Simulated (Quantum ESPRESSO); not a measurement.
# PbS (Galena) (Fm-3m) in Quantum ESPRESSO: a series of runs, part 2 of 3

Quantum ESPRESSO 7.5. The steps go on from the part before.

## 4. Dielectric tensor, LDA

File pw.in:

```
&CONTROL
  calculation = 'scf'
  prefix = 'pwscf'
  outdir = './tmp'
  pseudo_dir = './pseudo'
  tprnfor = .true.
  tstress = .true.
  disk_io = 'low'
/
&SYSTEM
  ibrav = 0
  nat = 2
  ntyp = 2
  ecutwfc = 56
  nbnd = 16
  occupations = 'smearing'
  smearing = 'fd'
  degauss = 0.00367493
/
&ELECTRONS
  conv_thr = 4d-10
  electron_maxstep = 120
  mixing_beta = 0.5
/
ATOMIC_SPECIES
Pb   207.2000 Pb.upf
S     32.0600 S.upf
CELL_PARAMETERS angstrom
   0.0000000000    2.9657500000    2.9657500000
   2.9657500000    0.0000000000    2.9657500000
   2.9657500000    2.9657500000    0.0000000000
ATOMIC_POSITIONS angstrom
Pb     0.0000000000    0.0000000000    0.0000000000
S      2.9657500000    2.9657500000    2.9657500000
K_POINTS automatic
8 8 8 1 1 1
```

File gamma.in:

```
&CONTROL
  calculation = 'bands'
  prefix = 'pwscf'
  outdir = './tmp'
  pseudo_dir = './pseudo'
  disk_io = 'low'
  verbosity = 'high'
/
&SYSTEM
  ibrav = 0
  nat = 2
  ntyp = 2
  ecutwfc = 56
  nbnd = 16
  occupations = 'smearing'
  smearing = 'fd'
  degauss = 0.00367493
/
&ELECTRONS
  conv_thr = 1d-08
  electron_maxstep = 120
  mixing_beta = 0.5
  diago_full_acc = .true.
  startingwfc = 'random'
/
ATOMIC_SPECIES
Pb   207.2000 Pb.upf
S     32.0600 S.upf
CELL_PARAMETERS angstrom
   0.0000000000    2.9657500000    2.9657500000
   2.9657500000    0.0000000000    2.9657500000
   2.9657500000    2.9657500000    0.0000000000
ATOMIC_POSITIONS angstrom
Pb     0.0000000000    0.0000000000    0.0000000000
S      2.9657500000    2.9657500000    2.9657500000
K_POINTS crystal
1
0.0 0.0 0.0 1
```

File scf2.in:

```
&CONTROL
  calculation = 'scf'
  prefix = 'pwscf'
  outdir = './tmp'
  pseudo_dir = './pseudo'
  tprnfor = .true.
  tstress = .true.
  disk_io = 'low'
/
&SYSTEM
  ibrav = 0
  nat = 2
  ntyp = 2
  ecutwfc = 56
  nbnd = 16
  occupations = 'fixed'
/
&ELECTRONS
  conv_thr = 1d-13
  electron_maxstep = 120
  mixing_beta = 0.5
  startingpot = 'file'
/
ATOMIC_SPECIES
Pb   207.2000 Pb.upf
S     32.0600 S.upf
CELL_PARAMETERS angstrom
   0.0000000000    2.9657500000    2.9657500000
   2.9657500000    0.0000000000    2.9657500000
   2.9657500000    2.9657500000    0.0000000000
ATOMIC_POSITIONS angstrom
Pb     0.0000000000    0.0000000000    0.0000000000
S      2.9657500000    2.9657500000    2.9657500000
K_POINTS automatic
8 8 8 1 1 1
```

File ph.in:

```
dielectric of PbS
&INPUTPH
  prefix = 'pwscf'
  outdir = './tmp'
  tr2_ph = 1d-18
  fildyn = 'dyn'
  niter_ph = 90
  alpha_mix(1) = 0.7
  epsil = .true.
  trans = .false.
  zeu = .true.
/
0.0000000000 0.0000000000 0.0000000000
```

Potentials or basis: PseudoDojo 0.4.1 SR LDA standard.

On the command line:

```console
OMP_NUM_THREADS=1 pw.x -in pw.in > pw.out
OMP_NUM_THREADS=1 pw.x -in gamma.in > gamma.out
OMP_NUM_THREADS=1 pw.x -in scf2.in > scf2.out
OMP_NUM_THREADS=1 ph.x -in ph.in > ph.out
```

pw.out:

```text
This program is part of the open-source Quantum ESPRESSO suite
     for quantum simulation of materials; please cite
[... 9 lines left out ...]
     --------------------
     sticks:   dense  smooth     PW     G-vecs:    dense   smooth      PW
     Sum         955     955    301                19891    19891    3479

     Using Slab Decomposition

     bravais-lattice index     =            0
     lattice parameter (alat)  =       7.9259  a.u.
     unit-cell volume          =     352.0710 (a.u.)^3
     number of atoms/cell      =            2
     number of atomic types    =            2
     number of electrons       =        20.00
     number of Kohn-Sham states=           16
     kinetic-energy cutoff     =      56.0000  Ry
     charge density cutoff     =     224.0000  Ry
     scf convergence threshold =      4.0E-10
     mixing beta               =       0.5000
     number of iterations used =            8  plain     mixing
     Exchange-correlation= SLA  PW   NOGX NOGC
                           (   1   4   0   0   0   0   0)

     celldm(1)=   7.925897  celldm(2)=   0.000000  celldm(3)=   0.000000
     celldm(4)=   0.000000  celldm(5)=   0.000000  celldm(6)=   0.000000

[... 8 lines left out ...]
               b(3) = (  0.707107  0.707107 -0.707107 )

     PseudoPot. # 1 for Pb read from file:
     Pb.upf
     Pseudo is Norm-conserving + core correction, Zval = 14.0
     Generated using ONCVPSP code by D. R. Hamann
     Using radial grid of 1638 points,  6 beta functions with:
                l(1) =   0
                l(2) =   0
                l(3) =   1
                l(4) =   1
                l(5) =   2
                l(6) =   2

     PseudoPot. # 2 for S  read from file:
     S.upf
     Pseudo is Norm-conserving + core correction, Zval =  6.0
     Generated using ONCVPSP code by D. R. Hamann
     Using radial grid of 1132 points,  6 beta functions with:
                l(1) =   0
                l(2) =   0
                l(3) =   1
                l(4) =   1
                l(5) =   2
                l(6) =   2

     atomic species   valence    mass     pseudopotential
     Pb               14.00   207.20000     Pb( 1.00)
     S                 6.00    32.06000     S ( 1.00)

     48 Sym. Ops., with inversion, found

   Cartesian axes

     site n.     atom                  positions (alat units)
         1        Pb     tau(   1) = (   0.0000000   0.0000000   0.0000000  )
         2        S      tau(   2) = (   0.7071068   0.7071068   0.7071068  )

     number of k points=    60  Fermi-Dirac smearing, width (Ry)=  0.0037
                       cart. coord. in units 2pi/alat
        k(    1) = (   0.0441942   0.0441942   0.0441942), wk =   0.0078125
        k(    2) = (   0.1325825   0.1325825  -0.0441942), wk =   0.0234375
        k(    3) = (   0.2209709   0.2209709  -0.1325825), wk =   0.0234375
        k(    4) = (   0.3093592   0.3093592  -0.2209709), wk =   0.0234375
        k(    5) = (  -0.3093592  -0.3093592   0.3977476), wk =   0.0234375
        k(    6) = (  -0.2209709  -0.2209709   0.3093592), wk =   0.0234375
[... 52 lines left out ...]
        k(   59) = (   0.3093592   0.3093592   0.3093592), wk =   0.0078125
        k(   60) = (  -0.3093592  -0.3093592   0.9280777), wk =   0.0234375

     Dense  grid:    19891 G-vectors     FFT dimensions: (  40,  40,  40)

     Initial potential from superposition of free atoms

     starting charge      19.9983, renormalised to      20.0000
     Starting wfcs are   13 randomized atomic wfcs +    3 random wfcs

     Self-consistent Calculation

     iteration #  1     ecut=    56.00 Ry     beta= 0.50
     Davidson diagonalization with overlap
     ethr =  1.00E-02,  avg # of iterations =  5.7

     Threshold (ethr) on eigenvalues was too large:
     Diagonalizing with lowered threshold

     Davidson diagonalization with overlap
     ethr =  5.77E-04,  avg # of iterations =  1.8

     total energy              =    -162.68236785 Ry
     estimated scf accuracy    <       0.11210197 Ry
[... 57 lines left out ...]
     iteration # 10     ecut=    56.00 Ry     beta= 0.50
     Davidson diagonalization with overlap
     ethr =  9.04E-12,  avg # of iterations =  2.0

     End of self-consistent calculation

          k = 0.0442 0.0442 0.0442 (  2505 PWs)   bands (ev):

    -8.3176  -8.3167  -8.3167  -8.3085  -8.3085  -5.1488   2.1329   6.2661
     6.2661   6.3443  13.0520  13.2218  13.2218  15.0281  15.1429  15.1429
[... 128 lines left out ...]
    -8.4613  -8.3426  -8.2830  -8.2565  -8.2557  -3.4741   0.9551   3.2702
     4.9944   5.0350  12.1805  13.7165  13.7970  13.9164  19.5600  20.2878

          k =-0.5745 0.1326-0.0442 (  2484 PWs)   bands (ev):

    -8.4348  -8.3346  -8.2921  -8.2658  -8.2604  -3.6217   0.6157   3.9733
     4.9326   5.6686  12.2110  12.6515  13.2419  14.1514  19.4843  19.6381

          k =-0.4861 0.2210-0.1326 (  2484 PWs)   bands (ev):

    -8.3869  -8.3182  -8.3129  -8.2806  -8.2662  -3.7984   0.0731   5.0179
     5.4341   6.6349  10.6894  11.9545  12.3423  14.8181  18.5336  19.1522

          k =-0.4861 0.0442 0.0442 (  2484 PWs)   bands (ev):

    -8.4165  -8.3371  -8.2898  -8.2701  -8.2683  -3.9436   0.7903   4.8749
     5.2507   5.3396  12.1319  12.4778  13.3937  13.5843  18.8400  19.2951

          k =-0.3977 0.1326-0.0442 (  2496 PWs)   bands (ev):

    -8.3761  -8.3273  -8.3047  -8.2823  -8.2757  -4.2255   0.6665   5.3246
     5.7489   6.4385  10.8469  12.2813  12.5676  14.0540  18.1964  18.5065

          k =-0.3094 0.0442 0.0442 (  2507 PWs)   bands (ev):
[... 141 lines left out ...]
    -8.3539  -8.3339  -8.3103  -8.2766  -8.2699  -3.8109  -0.4364   5.6774
     6.4413   7.5693   9.3792  10.5755  11.4579  16.5785  17.9662  18.0846

     the Fermi energy is     8.4967 ev

!    total energy              =    -162.71650108 Ry
     estimated scf accuracy    <          3.2E-11 Ry
     smearing contrib. (-TS)   =      -0.00000051 Ry
     internal energy E=F+TS    =    -162.71650057 Ry

     The total energy is F=E-TS. E is the sum of the following terms:
     one-electron contribution =     -36.07670936 Ry
     hartree contribution      =      30.38369194 Ry
     xc contribution           =     -45.79383907 Ry
     ewald contribution        =    -111.22964409 Ry

     convergence has been achieved in  10 iterations

     Forces acting on atoms (cartesian axes, Ry/au):

     atom    1 type  1   force =     0.00000000   -0.00000000   -0.00000000
     atom    2 type  2   force =    -0.00000000    0.00000000    0.00000000

     Total force =     0.000000     Total SCF correction =     0.000000

     Computing stress (Cartesian axis) and pressure

          total   stress  (Ry/bohr**3)                   (kbar)     P=      -25.81
  -0.00017545  -0.00000000  -0.00000000          -25.81       -0.00       -0.00
  -0.00000000  -0.00017545  -0.00000000           -0.00      -25.81       -0.00
  -0.00000000  -0.00000000  -0.00017545           -0.00       -0.00      -25.81

=------------------------------------------------------------------------------=
   JOB DONE.
=------------------------------------------------------------------------------=
```

scf2.out:

```text
This program is part of the open-source Quantum ESPRESSO suite
     for quantum simulation of materials; please cite
[... 9 lines left out ...]
     --------------------
     sticks:   dense  smooth     PW     G-vecs:    dense   smooth      PW
     Sum         955     955    301                19891    19891    3479
[... 515 lines left out ...]
  -0.00017538  -0.00000000   0.00000000          -25.80       -0.00        0.00
  -0.00000000  -0.00017538   0.00000000           -0.00      -25.80        0.00
   0.00000000   0.00000000  -0.00017538            0.00        0.00      -25.80

=------------------------------------------------------------------------------=
   JOB DONE.
=------------------------------------------------------------------------------=
```

Wall time 6.7 min (1 thread of Arm Neoverse V1, shared host); peak memory 0.08 GiB.

Results:

- Free energy: -2213.8708 eV
- Pressure: -2.6 GPa
- Electronic dielectric tensor (diagonal): 18.09
- Born charges (mean of the diagonal): Pb +4.55; S -4.54 e

Electronic dielectric tensor:
```
18.09  0.00  0.00
 0.00 18.09  0.00
 0.00  0.00 18.09
```

Born effective charge tensors (e):
atom 1, Pb
```
4.55 0.00 0.00
0.00 4.55 0.00
0.00 0.00 4.55
```
atom 2, S
```
-4.54  0.00  0.00
 0.00 -4.54  0.00
 0.00  0.00 -4.54
```

The run has no spin-orbit coupling, so splittings on Pb are missing.

## 5. Dielectric tensor, LDA

pw.in: that of step 4 with these lines changed.

```diff
@@ -35,2 +35,2 @@
 K_POINTS automatic
-8 8 8 1 1 1
+10 10 10 1 1 1
```

gamma.in is that of step 4.

scf2.in: that of step 4 with these lines changed.

```diff
@@ -34,2 +34,2 @@
 K_POINTS automatic
-8 8 8 1 1 1
+10 10 10 1 1 1
```

ph.in is that of step 4.

Potentials or basis: PseudoDojo 0.4.1 SR LDA standard.

On the command line:

```console
OMP_NUM_THREADS=1 pw.x -in pw.in > pw.out
OMP_NUM_THREADS=1 pw.x -in gamma.in > gamma.out
OMP_NUM_THREADS=1 pw.x -in scf2.in > scf2.out
OMP_NUM_THREADS=1 ph.x -in ph.in > ph.out
```

pw.out:

```text
This program is part of the open-source Quantum ESPRESSO suite
     for quantum simulation of materials; please cite
[... 9 lines left out ...]
     --------------------
     sticks:   dense  smooth     PW     G-vecs:    dense   smooth      PW
     Sum         955     955    301                19891    19891    3479

     Using Slab Decomposition

     bravais-lattice index     =            0
     lattice parameter (alat)  =       7.9259  a.u.
     unit-cell volume          =     352.0710 (a.u.)^3
     number of atoms/cell      =            2
     number of atomic types    =            2
     number of electrons       =        20.00
     number of Kohn-Sham states=           16
     kinetic-energy cutoff     =      56.0000  Ry
     charge density cutoff     =     224.0000  Ry
     scf convergence threshold =      4.0E-10
     mixing beta               =       0.5000
     number of iterations used =            8  plain     mixing
[... 99 lines left out ...]

     iteration #  5     ecut=    56.00 Ry     beta= 0.50
     Davidson diagonalization with overlap
     ethr =  8.32E-08,  avg # of iterations =  2.3
[... 32 lines left out ...]
     iteration # 10     ecut=    56.00 Ry     beta= 0.50
     Davidson diagonalization with overlap
     ethr =  4.45E-12,  avg # of iterations =  2.5

     End of self-consistent calculation

     Number of k-points >= 100: set verbosity='high' to print the bands.

     the Fermi energy is     8.4870 ev

!    total energy              =    -162.71649781 Ry
     estimated scf accuracy    <          2.8E-11 Ry
     smearing contrib. (-TS)   =      -0.00000122 Ry
     internal energy E=F+TS    =    -162.71649659 Ry

     The total energy is F=E-TS. E is the sum of the following terms:
     one-electron contribution =     -36.07680648 Ry
     hartree contribution      =      30.38381572 Ry
     xc contribution           =     -45.79386174 Ry
     ewald contribution        =    -111.22964409 Ry

     convergence has been achieved in  10 iterations

     Forces acting on atoms (cartesian axes, Ry/au):

     atom    1 type  1   force =     0.00000000    0.00000000    0.00000000
     atom    2 type  2   force =     0.00000000    0.00000000   -0.00000000

     Total force =     0.000000     Total SCF correction =     0.000000

     Computing stress (Cartesian axis) and pressure

          total   stress  (Ry/bohr**3)                   (kbar)     P=      -25.79
  -0.00017533  -0.00000000  -0.00000000          -25.79       -0.00       -0.00
  -0.00000000  -0.00017533  -0.00000000           -0.00      -25.79       -0.00
  -0.00000000  -0.00000000  -0.00017533           -0.00       -0.00      -25.79

=------------------------------------------------------------------------------=
   JOB DONE.
=------------------------------------------------------------------------------=
```

Run time: 12 min. Hardware: 1 thread of Arm Neoverse V1, shared host; peak memory 0.11 GiB.

Results:

```
Free energy                             : -2213.8707 eV
Pressure                                : -2.6 GPa
Electronic dielectric tensor (diagonal) : 18.44
Born charges (mean of the diagonal)     : Pb +4.52; S -4.51 e
```

Levels at points of the mesh, in eV from the valence-band top:
```
           k point  band 8  band 9  band 10  band 11  band 12  band 13
(0.05, 0.05, 0.05)   -1.93   -1.93    -1.88     5.00     5.11     5.11
```

Electronic dielectric tensor:
```
18.44  0.00  0.00
 0.00 18.44  0.00
 0.00  0.00 18.44
```

Born effective charge tensors (e):
atom 1, Pb
```
4.52 0.00 0.00
0.00 4.52 0.00
0.00 0.00 4.52
```
atom 2, S
```
-4.51  0.00  0.00
 0.00 -4.51  0.00
 0.00  0.00 -4.51
```

[end of part 2 of 3]
